# Strain and the gap of a WS₂ sheet: stretching lowers it, and so does squeezing

Strain can be used to tune a WS₂ sheet as a light emitter or absorber, and the first decision is its sign. If stretching lowers the gap, squeezing looks like the way to raise it. The calculation advises against that plan: at every strain in the table, of either sign, the gap is smaller than the 1.918 eV of the unstrained sheet in the same calculation.

A free-standing WS₂ sheet under biaxial in-plane strain, counted from a cell with 3.16 Å edges, with the atoms relaxed at each strain. Ansatz 0.2.0, plane-wave PAW, PBE with D3(BJ) dispersion, scalar-relativistic, no spin polarisation, cutoff 420 eV, k mesh 12×12×1. Thickness is the distance between the two sulfur planes.

```
strain (%)  gap on sampled points (eV)  thickness (Å)
        -4                       1.740          3.246
        -2                       1.875          3.198
         2                       1.524          3.108
         4                       1.068          3.066
         7                       0.510          3.010
```

The two directions are far from equal. Two percent of stretching costs 0.39 eV, whereas two percent of squeezing costs only 0.04 eV. Such a lopsided peak suggests that the column doesn't follow one pair of electron states from end to end, and the band edges confirm this.

## Three gaps behind one trend

The gap is the distance from the highest filled state to the lowest empty one. In a crystal each state also has a wave pattern, which fixes how its phase changes from one cell to the next. Three patterns matter here: Γ, where all cells are in phase; K, where the phase turns by a third of a cycle between neighbouring tungsten atoms; and Q, halfway between Γ and K.

In the unstrained sheet both edges lie at K, so the gap is direct and light can bridge it without help from lattice vibrations. In the squeezed rows the lowest empty state has moved to Q. In the stretched rows the highest filled state has moved to Γ. From squeezing to stretching, the gap thus runs first from K to Q, then from K to K around the unstrained sheet, which has no row in the table, and finally from Γ to K.

The smallest direct gap has no such turn. It falls through all rows, from 2.58 eV at −4 % to 1.19 eV at +7 %. The expectation that squeezing opens a gap therefore holds for the direct gap. The smallest gap peaks because its empty edge moves to Q under squeezing. The move of the filled edge to Γ only steepens the fall under stretching.

## Squeezing: Q sets a ceiling

Counted from the vacuum level, the empty edge at K drops by at least 1.50 eV between −4 and +4 %. The Q valley stays within about 0.11 eV over the same range. Read towards compression, K climbs steeply past a nearly fixed Q, and from there on Q is the lowest empty state. A rough interpolation puts the crossing near −0.3 %, so almost nothing is gained before the ceiling is reached. The exact place is delicate: spin–orbit coupling, left out here, would split the Q valley and lower its bottom, which could shift the crossing to zero strain or slightly beyond.

Beyond the crossing the gap shrinks slowly, because both of its edges creep inwards. From −2 to −4 % the filled edge at K rises by 0.07 eV and the Q valley sinks by about as much. The true bottom of the Q valley may lie between the sampled points, which would make the gaps of the squeezed rows slightly smaller still. Why Q moves so little is less certain; a plausible reason is that its state mixes several orbitals whose responses to strain largely offset each other.

## Stretching: the two edges approach each other

Stretching acts mainly on the distance between tungsten atoms. From −4 to +7 % that distance grows by 11.5 %, but the W–S bond by only 3.2 %, because the bonds tilt towards the plane. The falling thickness in the table records this flattening.

The filled edge at Γ and the empty edge at K are both built largely from the same tungsten orbital, $5d_{z^2}$; this is standard knowledge of such sheets. At Γ neighbouring orbitals are in phase and bond, which lowers the energy. At K their phases work against each other, which raises it. Pulling the atoms apart weakens both effects, so the filled edge rises, the empty edge sinks, and the gap closes from both sides.

The simplest model gives each tungsten atom an orbital energy $c$ and a coupling of strength $t$ to its six neighbours. At Γ the six phase factors add up to 6; at K each has a real part of −1/2, the imaginary parts cancel, and they add up to −3. Hence

$$E_\Gamma = c - 6t,\qquad E_K = c + 3t,\qquad E_K - E_\Gamma = 9t .$$

For direct overlap of two $d$ orbitals, $t$ falls roughly as the inverse fifth power of the distance. Starting from the computed gap at +2 %, with no constant adjusted, the model predicts for +7 %

$$1.524\ \text{eV}\times\left(\frac{1.02}{1.07}\right)^5 \approx 1.20\ \text{eV}.$$

The calculation gives 0.51 eV. The model has the right direction but yields only about a third of the closing.

The way the edges move hints at what is missing. With $c$ fixed, Γ should rise twice as far as K sinks: by 0.22 eV against 0.11 eV between +2 and +7 %. In the calculation Γ rises by 0.27 eV, close to the model, but K sinks by 0.75 eV. The missing part therefore acts mainly on K, and sulfur is its likely source.

The empty state at K is partly antibonding towards sulfur orbitals that lie in the plane. As the W–S bonds lengthen and tilt, this coupling is expected to weaken, which lets K sink further. At Γ the sulfur orbitals involved point out of the plane. There the tilt is expected to strengthen the coupling while the longer bond weakens it, so the two partly offset each other. The edge positions fit this reading, but they don't separate the sulfur part from a shift common to all levels.

## Where the stretched sheet stops being direct

For an emitter it matters when Γ overtakes K as the highest filled state. At +2 % Γ leads by only 0.13 eV. The calculation leaves out spin–orbit coupling, which would raise the filled edge at K by roughly 0.2 eV (a recalled value) and leave Γ almost unchanged. With this coupling included, the calculated sheet would therefore probably still be direct at +2 %. At +4 % Γ leads by 0.37 eV, enough to stay on top.

This also affects the rate. As computed, the gap closes by about 0.2 eV for each percent of stretching. If the sheet stays direct up to +2 %, the first two percent follow the gap at K instead, which closes more gently: (1.918 − 1.655)/2, or about 0.13 eV per percent.

## What to do with it

Use the changes in these gaps rather than their absolute values, since PBE makes gaps too small. The program's output after this note lists the edge positions behind each step.

To lower the gap, stretch the sheet, and expect weak light emission once Γ has clearly taken over, as it has at +4 %. To keep a bright emitter, stay close to zero strain, and rather slightly stretched than squeezed, because squeezing brings Q into play almost at once. Don't squeeze the sheet to get a larger gap: absorption across the direct gap moves to higher energy, but the smallest gap goes down. For a related sheet, follow each band edge separately before trusting a single slope, because the gap changes course wherever a new edge takes the lead.

Printed output of the fit:

```
Edges in eV from vacuum:
  row  gap less unstrained gap  smallest direct gap  K valence edge  K conduction edge  valence top above K
   -4                  -0.1783                2.578          -5.533             -2.955                    0
   -2                 -0.04326                2.227          -5.602             -3.375                    0
    2                  -0.3943                1.655          -5.786             -4.131               0.1314
    4                  -0.8503                1.438          -5.894             -4.456               0.3698
    7                   -1.408                 1.19          -6.067             -4.877               0.6799
Geometry in angstrom:
  row  thickness  W-S length
   -4      3.246       2.388
   -2      3.198       2.399
    2      3.108       2.424
    4      3.066       2.439
    7       3.01       2.465
Q valley at -4 %, eV from vacuum: -3.793
Q valley at -2 %, eV from vacuum: -3.727
Q valley at +2 %, eV from vacuum: -3.686
Q valley at +4 %, eV from vacuum: -3.716
Fall of K conduction edge from -4 to +4 %, at least, eV: 1.501
Rise of K valence edge from -2 to -4 %, eV: 0.06924
Fall of Q valley from -2 to -4 %, eV: 0.06599
Rise of Gamma valence edge from +2 to +7 %, eV: 0.2675
Fall of K conduction edge from +2 to +7 %, eV: 0.746
Share of K conduction edge in that closing, %: 73.6
Gap at +7 % if it scaled from +2 % as W-W distance to the power -5, eV: 1.2
Computed gap at +7 % over that at +2 %: 0.3346
Growth of W-S length from -4 to +7 %, %: 3.229
Growth of W-W distance from -4 to +7 %, %: 11.46
Rough strain where K and Q conduction edges meet, %: -0.3002
```
